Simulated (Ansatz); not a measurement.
# Quasi-harmonic thermodynamics of AlAs (F-43m)

Wanted: α(T), C_P(T) and B(T) of AlAs in the quasi-harmonic approximation.

Measurements to reproduce:
- heat capacity C_P per formula unit 45.8 J/mol/K and bulk modulus 77 GPa near room temperature (given in “High-Throughput Prediction of Finite-Temperature Properties using the Quasi-Harmonic Approximation”, 2016, arXiv:1603.06924)

Program: Ansatz 0.2.0. Level of theory: DFT LDA, scalar-relativistic, plane waves, PAW. Results are calculated unless marked as measured.

This is a report of a sequence of runs, with most program output left out.

## 1. The starting structure

It takes space group F-43m (No. 216, cubic). Conventional cell: a = 5.661 Å, b = 5.661 Å, c = 5.661 Å, α = 90.00°, β = 90.00°, γ = 90.00°. Nearest to Al lie 4 As at 2.45 Å. Nearest to As lie 4 Al at 2.45 Å. Farther neighbours are not listed.

As a file:

```cif
data_structure
_symmetry_space_group_name_H-M 'P 1'
_symmetry_Int_Tables_number 1
_cell_length_a 4.0028
_cell_length_b 4.0028
_cell_length_c 4.0028
_cell_angle_alpha 60.000
_cell_angle_beta 60.000
_cell_angle_gamma 60.000
_cell_volume 45.35
loop_
_atom_site_label
_atom_site_type_symbol
_atom_site_fract_x
_atom_site_fract_y
_atom_site_fract_z
_atom_site_occupancy
Al1 Al 0.00000 0.00000 0.00000 1
As2 As 0.25000 0.25000 0.25000 1
```

## 2. Probe on a coarse mesh

A cheap single point shows whether the cell is a metal or an insulator and how far it is from rest; that sets the k-mesh and the occupations of what follows.

input.yaml

```yaml
crystal:
  lattice:
    - [0.0, 2.8304, 2.8304]
    - [2.8304, 0.0, 2.8304]
    - [2.8304, 2.8304, 0.0]
  atoms:
    - { symbol: Al, position: [0.0, 0.0, 0.0] }
    - { symbol: As, position: [0.25, 0.25, 0.25] }
kpoints:
  mp_grid: { grid: [6, 6, 6] }
hamiltonian:
  xc: lda
scf:
  occupations: { method: gaussian, width: 0.1 }
  lower_state_search: "off"
output:
  forces: true
  stress: true
  eigenvalues: true
```

Started as:

```bash
$ ansatz run input.yaml --threads 4 --pin off --max-ram 16384MiB --backend cpu --events-out ev --progress --plain --runs-dir out
```

It took 0.35 s on 4 threads of Arm Neoverse V2, shared host; peak memory 0.28 GiB.

Numbers from this step:

* pressure: -1.217 GPa
* gap on the k-mesh: 1.346 eV
* volume per atom: 22.67 Å³/atom

The start is under -1.2 GPa at this level and looks like an insulator or semiconductor on this mesh.

## 3. Finding the static equilibrium

The vibrations must be taken about the equilibrium of this functional, not about the starting cell, so the structure is relaxed.

input.yaml, the sections that differ from step 2:

```yaml
kpoints:
  mp_grid: { grid: [8, 8, 8] }
scf:
  occupations: { method: gaussian, width: 0.02 }
  lower_state_search: "off"
relax:
  adjacent_minimum: "off"
  f_tol: 0.005
  max_steps: 80
  cell: { stress_tol: 0.05 }
# crystal, hamiltonian, output: as in step 2
```

The job ended after 1.8 s (4 threads; peak memory 0.33 GiB).

The steps of the relaxation:

| step | energy less that of the first step (eV) | largest force component (eV/Å) | pressure (GPa) | volume (Å³) |
| --- | --- | --- | --- | --- |
| 1 | 0.0000 | 0.0000 | -1.23 | 45.35 |
| 2 | -0.0030 | 0.0000 | -0.16 | 44.69 |
| 3 | -0.0031 | 0.0000 | 0.00 | 44.59 |
| 4* | -0.0029 | 0.0000 | 0.00 | 44.59 |

Relaxation steps marked * repeat the geometry before them on a plane-wave basis chosen anew for their cell, so energy and pressure can jump there.

The run keeps the 24 symmetry operations that it works with, so distortions that break them were not tested.

| conventional cell, symmetrised | before | after | change |
| --- | --- | --- | --- |
| a (Å) | 5.661 | 5.629 | -0.6 % |
| b (Å) | 5.661 | 5.629 | -0.6 % |
| c (Å) | 5.661 | 5.629 | -0.6 % |
| volume (Å³/atom) | 22.67 | 22.30 | -1.7 % |

Final coordinates:

```
Al As
1.0
     0.00000    2.81454    2.81454
     2.81454    0.00000    2.81454
     2.81454    2.81454    0.00000
Al As
1 1
Direct
  0.00000 0.00000 0.00000
  0.25000 0.25000 0.25000
```

Numbers from this step:

| Quantity | Value |
| --- | --- |
| pressure | -6.25e-5 GPa |
| gap on the k-mesh | 1.323 eV |
| volume per atom | 22.30 Å³/atom |

The relaxation ends with a pressure of 0.00 GPa.

## 4. Relaxing to small residual forces and stress

The relaxation is repeated with tighter thresholds on force and stress, since phonons are sensitive to what is left; a change of mesh or smearing in the input moves the cell too.

input.yaml, the sections that differ from step 3:

```yaml
crystal:
  lattice:
    - [0.0, 2.8145445165, 2.8145445165]
    - [2.8145445165, 0.0, 2.8145445165]
    - [2.8145445165, 2.8145445165, 0.0]
  atoms:
    - { symbol: Al, position: [0.0, 0.0, 0.0] }
    - { symbol: As, position: [0.25, 0.25, 0.25] }
scf:
  occupations: { method: fixed }
  lower_state_search: "off"
relax:
  adjacent_minimum: "off"
  f_tol: 0.001
  max_steps: 60
  cell: { stress_tol: 0.01 }
# kpoints, hamiltonian, output: as in step 3
```

Run time: 0.99 s. Hardware: 4 threads; peak memory 0.32 GiB.

Little changed from the start: no atom moved by 0.005 Å and no cell edge by 0.1 %.

This step gave:

```yaml
pressure: -6.21e-5 GPa
```

The residual pressure is -6.2e-5 GPa, small enough for phonons.

## 5. A new level, relaxed again

The functional, the potentials or the cutoff change, so the crystal is relaxed again at the new setting.

Edit input.yaml of step 4 so:

```diff
@@ -19,2 +19,4 @@
   eigenvalues: true
+basis:
+  ecutwfc: 550.0
 relax:
```

A higher cutoff as a rule lowers the total energy; the question is whether the property still moves.

Run time: 1.3 s. Hardware: 4 threads; peak memory 0.35 GiB.

Little changed from the start: no atom moved by 0.005 Å and no cell edge by 0.1 %.

This step gave:

- pressure: -6.53e-4 GPa

The residual pressure is -6.5e-4 GPa, small enough for phonons.

## 6. Phonons on strained cells, cutoff 550 eV, k-mesh 8×8×8

Thermal expansion follows from how the free energy of the vibrations (and of the electrons in a metal) changes with strain, so the program makes strained cells, their phonons and a fit in one run.

input.yaml, the sections that differ from step 5:

```yaml
output:
  eigenvalues: true
phonons:
  method: dfpt
  qmesh: [4, 4, 4]
  temperatures: { t_max: 800.0, t_step: 50 }
  thermal_expansion: {}
# crystal, kpoints, hamiltonian, scf, basis: as in step 5
# relax: removed
```

Elapsed: 6.6 min, on 4 threads; peak memory 1.2 GiB; 25 min of CPU time.

Numbers from this step:

```
pressure                                         : -6.52e-4 GPa
volume expansion coefficient at 298 K            : 12.18 1e-6/K
C_P at 298 K                                     : 22.04 J/mol-atom/K
entropy at 298 K                                 : 27.43 J/mol-atom/K
isothermal bulk modulus at 298 K                 : 72.74 GPa
Grüneisen parameter at 298 K                     : 0.5442
volume at 298 K                                  : 22.42 Å³/atom
principal linear expansion coefficients at 298 K : 4.061, 4.061, 4.061 1e-6/K
```

Strained cells of the study; zero-point energy where phonons were solved; the pressures are stresses at a fixed cutoff and can carry an offset from the finite basis. Expansion cells, by row:

| cell | \|a\| (Å) | \|b\| (Å) | \|c\| (Å) | V (Å³/atom) | E - E_lowest (meV/atom) | pressure, compression positive (GPa) | gap (eV) | zero-point energy (meV/atom) |
| --- | --- | --- | --- | --- | --- | --- | --- | --- |
| 1 | 3.98 | 3.98 | 3.98 | 22.3 | 0.001 | -0.008 | 1.323 | - |
| 2 | 4.012 | 4.012 | 4.012 | 22.84 | 2.952 | -1.724 | 1.362 | - |
| 3 | 3.949 | 3.949 | 3.949 | 21.77 | 3.058 | 1.892 | 1.282 | - |
| 4 | 3.981 | 3.981 | 3.981 | 22.3 | 0 | -0.024 | 1.323 | 43.95 |
| 5 | 4.001 | 4.001 | 4.001 | 22.64 | 1.2 | -1.118 | 1.348 | 43.28 |
| 6 | 3.99 | 3.99 | 3.99 | 22.46 | 0.27 | -0.543 | 1.335 | 43.64 |
| 7 | 4.009 | 4.009 | 4.009 | 22.77 | 2.319 | -1.536 | 1.358 | 43.01 |
| 8 | 3.941 | 3.941 | 3.941 | 21.64 | 4.744 | 2.384 | 1.272 | - |
| 9 | 3.961 | 3.961 | 3.961 | 21.97 | 1.156 | 1.142 | 1.298 | - |
| 10 | 4.023 | 4.023 | 4.023 | 23.01 | 5.139 | -2.241 | 1.375 | - |

Quasi-harmonic; a, b, c are the run's own cell vectors. Expansion, by row:

| T (K) | a (Å) | b (Å) | c (Å) | alpha (deg) | beta (deg) | gamma (deg) | cell volume (Å³/cell) | alpha_a (1e-6/K) | alpha_b (1e-6/K) | alpha_c (1e-6/K) | alpha_V (1e-6/K) | C_P (J/mol-atom/K) | C_V (J/mol-atom/K) | S (J/mol-atom/K) | B_T (GPa) | B_S (GPa) | Grueneisen | extrapolation | fit error (1e-6/K) |
| --- | --- | --- | --- | --- | --- | --- | --- | --- | --- | --- | --- | --- | --- | --- | --- | --- | --- | --- | --- |
| 0 | 3.986 | 3.986 | 3.986 | 60 | 60 | 60 | 44.78 | 0 | 0 | 0 | 0 | 0 | 0 | 0 | 74.5 | 74.5 | - | 0 | 0 |
| 50 | 3.986 | 3.986 | 3.986 | 60 | 60 | 60 | 44.78 | -0.81 | -0.81 | -0.81 | -2.43 | 5.362 | 5.361 | 2.591 | 74.46 | 74.46 | -0.454 | 0 | 0 |
| 100 | 3.986 | 3.986 | 3.986 | 60 | 60 | 60 | 44.78 | 0.18 | 0.18 | 0.18 | 0.55 | 11.69 | 11.69 | 8.339 | 74.26 | 74.26 | 0.047 | 0 | 0 |
| 150 | 3.986 | 3.986 | 3.986 | 60 | 60 | 60 | 44.79 | 1.77 | 1.77 | 1.77 | 5.3 | 16.33 | 16.32 | 14.02 | 73.94 | 73.96 | 0.324 | 0 | 0 |
| 200 | 3.987 | 3.987 | 3.987 | 60 | 60 | 60 | 44.8 | 2.89 | 2.89 | 2.89 | 8.66 | 19.22 | 19.2 | 19.15 | 73.56 | 73.62 | 0.447 | 0 | 0.01 |
| 250 | 3.987 | 3.987 | 3.987 | 60 | 60 | 60 | 44.82 | 3.6 | 3.6 | 3.6 | 10.81 | 20.97 | 20.94 | 23.64 | 73.15 | 73.25 | 0.51 | 0 | 0.01 |
| 298.1 | 3.988 | 3.988 | 3.988 | 60 | 60 | 60 | 44.85 | 4.06 | 4.06 | 4.06 | 12.18 | 22.04 | 21.99 | 27.43 | 72.74 | 72.89 | 0.544 | 0 | 0.01 |
| 300 | 3.988 | 3.988 | 3.988 | 60 | 60 | 60 | 44.85 | 4.08 | 4.08 | 4.08 | 12.23 | 22.07 | 22.02 | 27.57 | 72.73 | 72.87 | 0.545 | 0 | 0.01 |
| 350 | 3.989 | 3.989 | 3.989 | 60 | 60 | 60 | 44.88 | 4.4 | 4.4 | 4.4 | 13.21 | 22.8 | 22.73 | 31.03 | 72.3 | 72.49 | 0.568 | 0 | 0.01 |
| 400 | 3.99 | 3.99 | 3.99 | 60 | 60 | 60 | 44.91 | 4.65 | 4.65 | 4.65 | 13.94 | 23.3 | 23.22 | 34.11 | 71.86 | 72.1 | 0.583 | 0 | 0.01 |
| 450 | 3.991 | 3.991 | 3.991 | 60 | 60 | 60 | 44.94 | 4.83 | 4.83 | 4.83 | 14.5 | 23.66 | 23.56 | 36.87 | 71.42 | 71.7 | 0.595 | 0 | 0.02 |
| 500 | 3.992 | 3.992 | 3.992 | 60 | 60 | 60 | 44.97 | 4.98 | 4.98 | 4.98 | 14.95 | 23.92 | 23.82 | 39.38 | 70.99 | 71.31 | 0.603 | 0 | 0.02 |
| 550 | 3.993 | 3.993 | 3.993 | 60 | 60 | 60 | 45.01 | 5.11 | 5.11 | 5.11 | 15.33 | 24.13 | 24.01 | 41.67 | 70.55 | 70.91 | 0.61 | 0 | 0.01 |
| 600 | 3.994 | 3.994 | 3.994 | 60 | 60 | 60 | 45.04 | 5.22 | 5.22 | 5.22 | 15.65 | 24.29 | 24.15 | 43.78 | 70.11 | 70.51 | 0.616 | 0 | 0.01 |
| 650 | 3.995 | 3.995 | 3.995 | 60 | 60 | 60 | 45.08 | 5.32 | 5.32 | 5.32 | 15.95 | 24.42 | 24.27 | 45.73 | 69.67 | 70.12 | 0.621 | 0 | 0.01 |
| 700 | 3.996 | 3.996 | 3.996 | 60 | 60 | 60 | 45.11 | 5.4 | 5.4 | 5.4 | 16.21 | 24.53 | 24.36 | 47.54 | 69.23 | 69.72 | 0.626 | 0 | 0.01 |
| 750 | 3.997 | 3.997 | 3.997 | 60 | 60 | 60 | 45.15 | 5.49 | 5.49 | 5.49 | 16.46 | 24.62 | 24.43 | 49.24 | 68.79 | 69.33 | 0.63 | 0 | 0.01 |
| 800 | 3.998 | 3.998 | 3.998 | 60 | 60 | 60 | 45.19 | 5.57 | 5.57 | 5.57 | 16.7 | 24.7 | 24.5 | 50.83 | 68.36 | 68.93 | 0.634 | 0 | 0.02 |

Expansion coefficient against temperature; values in 1e-6/K:

| temperature (K) | volume | principal 1 |
| --- | --- | --- |
| 0 | 0 | 0 |
| 50 | -2.43 | -0.81 |
| 100 | 0.55 | 0.18 |
| 150 | 5.3 | 1.77 |
| 200 | 8.66 | 2.89 |
| 250 | 10.8 | 3.6 |
| 298 | 12.2 | 4.06 |
| 300 | 12.2 | 4.08 |
| 350 | 13.2 | 4.4 |
| 400 | 13.9 | 4.65 |
| 450 | 14.5 | 4.83 |
| 500 | 14.9 | 4.98 |
| 550 | 15.3 | 5.11 |
| 600 | 15.7 | 5.22 |
| 650 | 15.9 | 5.32 |
| 700 | 16.2 | 5.4 |
| 750 | 16.5 | 5.49 |
| 800 | 16.7 | 5.57 |

At 298 K the volume expansion is 12.2 × 10⁻⁶/K and B_T is 72.7 GPa.

## 7. Phonons on strained cells, cutoff 487.2 eV, k-mesh 12×12×12

The study relaxes the crystal at several strains, solves the phonons on some of them and minimises the free energy at each temperature (static energy, vibrations, the electrons in a metal, and PV under a set pressure); the q-mesh sets how far the force constants reach.

Edit input.yaml of step 6 so:

```diff
@@ -9,3 +9,3 @@
 kpoints:
-  mp_grid: { grid: [8, 8, 8] }
+  mp_grid: { grid: [12, 12, 12] }
 hamiltonian:
@@ -17,4 +17,2 @@
   eigenvalues: true
-basis:
-  ecutwfc: 550.0
 phonons:
```

The mesh is denser.

Elapsed: 16 min, on 4 threads; peak memory 2.9 GiB.

Numbers from this step:

* pressure: 0.001544 GPa
* gap on the k-mesh: 1.324 eV
* volume expansion coefficient at 298 K: 12.22 1e-6/K
* entropy at 298 K: 27.44 J/mol-atom/K
* isothermal bulk modulus at 298 K: 72.67 GPa
* Grüneisen parameter at 298 K: 0.5453
* volume at 298 K: 22.43 Å³/atom
* principal linear expansion coefficients at 298 K: 4.073, 4.073, 4.073 1e-6/K

Strained cells of the study; zero-point energy where phonons were solved; the pressures are stresses at a fixed cutoff and can carry an offset from the finite basis. Expansion cells, by row:

| cell | \|a\| (Å) | \|b\| (Å) | \|c\| (Å) | V (Å³/atom) | E - E_lowest (meV/atom) | pressure, compression positive (GPa) | gap (eV) | zero-point energy (meV/atom) |
| --- | --- | --- | --- | --- | --- | --- | --- | --- |
| 1 | 3.98 | 3.98 | 3.98 | 22.3 | 0 | -0.006 | 1.324 | - |
| 2 | 4.012 | 4.012 | 4.012 | 22.84 | 2.943 | -1.721 | 1.363 | - |
| 3 | 3.949 | 3.949 | 3.949 | 21.77 | 3.061 | 1.893 | 1.283 | - |
| 4 | 3.981 | 3.981 | 3.981 | 22.3 | 0 | -0.024 | 1.325 | 43.95 |
| 5 | 4.001 | 4.001 | 4.001 | 22.64 | 1.196 | -1.117 | 1.349 | 43.27 |
| 6 | 3.99 | 3.99 | 3.99 | 22.46 | 0.271 | -0.542 | 1.336 | 43.63 |
| 7 | 4.009 | 4.009 | 4.009 | 22.77 | 2.315 | -1.534 | 1.359 | 43 |
| 8 | 3.941 | 3.941 | 3.941 | 21.64 | 4.742 | 2.382 | 1.273 | - |
| 9 | 3.961 | 3.961 | 3.961 | 21.97 | 1.155 | 1.141 | 1.299 | - |
| 10 | 4.023 | 4.023 | 4.023 | 23.01 | 5.133 | -2.239 | 1.376 | - |

Quasi-harmonic; a, b, c are the run's own cell vectors. Expansion, by row:

| T (K) | a (Å) | b (Å) | c (Å) | alpha (deg) | beta (deg) | gamma (deg) | cell volume (Å³/cell) | alpha_a (1e-6/K) | alpha_b (1e-6/K) | alpha_c (1e-6/K) | alpha_V (1e-6/K) | C_P (J/mol-atom/K) | C_V (J/mol-atom/K) | S (J/mol-atom/K) | B_T (GPa) | B_S (GPa) | Grueneisen | extrapolation | fit error (1e-6/K) |
| --- | --- | --- | --- | --- | --- | --- | --- | --- | --- | --- | --- | --- | --- | --- | --- | --- | --- | --- | --- |
| 0 | 3.986 | 3.986 | 3.986 | 60 | 60 | 60 | 44.79 | 0 | 0 | 0 | 0 | 0 | 0 | 0 | 74.43 | 74.43 | - | 0 | 0 |
| 50 | 3.986 | 3.986 | 3.986 | 60 | 60 | 60 | 44.78 | -0.81 | -0.81 | -0.81 | -2.42 | 5.364 | 5.364 | 2.591 | 74.38 | 74.39 | -0.453 | 0 | 0 |
| 100 | 3.986 | 3.986 | 3.986 | 60 | 60 | 60 | 44.78 | 0.19 | 0.19 | 0.19 | 0.57 | 11.69 | 11.69 | 8.341 | 74.19 | 74.19 | 0.049 | 0 | 0 |
| 150 | 3.986 | 3.986 | 3.986 | 60 | 60 | 60 | 44.79 | 1.78 | 1.78 | 1.78 | 5.33 | 16.33 | 16.33 | 14.02 | 73.87 | 73.89 | 0.325 | 0 | 0 |
| 200 | 3.987 | 3.987 | 3.987 | 60 | 60 | 60 | 44.8 | 2.9 | 2.9 | 2.9 | 8.69 | 19.22 | 19.21 | 19.15 | 73.49 | 73.55 | 0.449 | 0 | 0.01 |
| 250 | 3.987 | 3.987 | 3.987 | 60 | 60 | 60 | 44.83 | 3.61 | 3.61 | 3.61 | 10.84 | 20.97 | 20.94 | 23.64 | 73.08 | 73.18 | 0.511 | 0 | 0.01 |
| 298.1 | 3.988 | 3.988 | 3.988 | 60 | 60 | 60 | 44.85 | 4.07 | 4.07 | 4.07 | 12.22 | 22.04 | 21.99 | 27.44 | 72.67 | 72.81 | 0.545 | 0 | 0.01 |
| 300 | 3.988 | 3.988 | 3.988 | 60 | 60 | 60 | 44.85 | 4.09 | 4.09 | 4.09 | 12.26 | 22.07 | 22.03 | 27.57 | 72.65 | 72.8 | 0.546 | 0 | 0.01 |
| 350 | 3.989 | 3.989 | 3.989 | 60 | 60 | 60 | 44.88 | 4.42 | 4.42 | 4.42 | 13.25 | 22.8 | 22.74 | 31.03 | 72.22 | 72.41 | 0.569 | 0 | 0.01 |
| 400 | 3.99 | 3.99 | 3.99 | 60 | 60 | 60 | 44.91 | 4.66 | 4.66 | 4.66 | 13.98 | 23.3 | 23.22 | 34.11 | 71.79 | 72.02 | 0.584 | 0 | 0.01 |
| 450 | 3.991 | 3.991 | 3.991 | 60 | 60 | 60 | 44.94 | 4.85 | 4.85 | 4.85 | 14.54 | 23.66 | 23.57 | 36.88 | 71.35 | 71.63 | 0.596 | 0 | 0.02 |
| 500 | 3.992 | 3.992 | 3.992 | 60 | 60 | 60 | 44.98 | 5 | 5 | 5 | 14.99 | 23.93 | 23.82 | 39.38 | 70.91 | 71.23 | 0.604 | 0 | 0.02 |
| 550 | 3.993 | 3.993 | 3.993 | 60 | 60 | 60 | 45.01 | 5.12 | 5.12 | 5.12 | 15.37 | 24.13 | 24.01 | 41.67 | 70.47 | 70.84 | 0.611 | 0 | 0.01 |
| 600 | 3.994 | 3.994 | 3.994 | 60 | 60 | 60 | 45.05 | 5.23 | 5.23 | 5.23 | 15.7 | 24.29 | 24.15 | 43.78 | 70.03 | 70.44 | 0.617 | 0 | 0.01 |
| 650 | 3.995 | 3.995 | 3.995 | 60 | 60 | 60 | 45.08 | 5.33 | 5.33 | 5.33 | 15.99 | 24.43 | 24.27 | 45.73 | 69.59 | 70.04 | 0.622 | 0 | 0.01 |
| 700 | 3.996 | 3.996 | 3.996 | 60 | 60 | 60 | 45.12 | 5.42 | 5.42 | 5.42 | 16.26 | 24.53 | 24.36 | 47.55 | 69.15 | 69.65 | 0.627 | 0 | 0.01 |
| 750 | 3.997 | 3.997 | 3.997 | 60 | 60 | 60 | 45.15 | 5.5 | 5.5 | 5.5 | 16.51 | 24.62 | 24.43 | 49.24 | 68.71 | 69.25 | 0.631 | 0 | 0.01 |
| 800 | 3.998 | 3.998 | 3.998 | 60 | 60 | 60 | 45.19 | 5.58 | 5.58 | 5.58 | 16.74 | 24.7 | 24.5 | 50.83 | 68.28 | 68.86 | 0.635 | 0 | 0.02 |

(Part 1 of 2 ends here.)

[Logs are printed without paths, hosts, clocks, repeated set-up lines and the standing remarks that a program may print on its own settings, such as how far it seeks lower states.]

[Hosts, paths, dates, database ids (printed as entryN), source tags and the programs' standing remarks are cut or masked in the printed files.]

[A step with changed settings may run another functional than the one named; its input shows which.]
